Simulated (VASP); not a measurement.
Input of a VASP 6.6.1 run:

File INCAR:

```
SYSTEM = BN
PREC = Accurate
ENCUT = 600
EDIFF = 1E-6
ISMEAR = -1
SIGMA = 0.05
LREAL = .False.
LASPH = .True.
NELM = 60
ALGO = Normal
ISIF = 3
LWAVE = .False.
LCHARG = .False.
METAGGA = R2SCAN
LMIXTAU = .True.
IBRION = 2
NSW = 40
EDIFFG = -0.01
KPAR = 4
```

The input KPOINTS:

```
Automatic mesh
0
Gamma
  12 12 8
  0 0 0
```

Contents of POSCAR:

```
BN
1.0
    2.5500000000      0.0000000000      0.0000000000
   -1.2750000000      2.2083647797      0.0000000000
    0.0000000000      0.0000000000      4.2100000000
B N
2 2
Direct
    0.3333333333      0.6666666667      0.0000000000
    0.6666666667      0.3333333333      0.5000000000
    0.3333333333      0.6666666667      0.3745000000
    0.6666666667      0.3333333333      0.8745000000
```

Potentials or basis: VASP PAW PBE potentials, release 64 (B, N).

Launch:

```bash
$ cat potpaw_PBE.64/B/POTCAR potpaw_PBE.64/N/POTCAR > POTCAR
$ mpirun -np 4 vasp_std > vasp.out
```

Q: What does it give for the band gap on the k mesh?

A: 5.73 eV, indirect (least direct gap 8.97 eV).

Q: Predict the relaxed cell.

A: a = 2.546 Å, b = 2.546 Å, c = 4.212 Å, α = 90.00°, β = 90.00°, γ = 120.00°.

Step by step:
| step | energy change (eV) | largest force (eV/Å) | pressure (GPa) | volume (Å³) |
| --- | --- | --- | --- | --- |
| 1 | 0.0000 | 0.0105 | -0.80 | 23.71 |
| 2 | -0.0001 | 0.0159 | 0.79 | 23.61 |
| 3 | -0.0003 | 0.0042 | 0.05 | 23.65 |

Caveat: the PAW data sets were made with another functional, which shifts forces and pressure a little. r2SCAN opens gaps a little over a GGA but as a rule still falls short of measured ones.
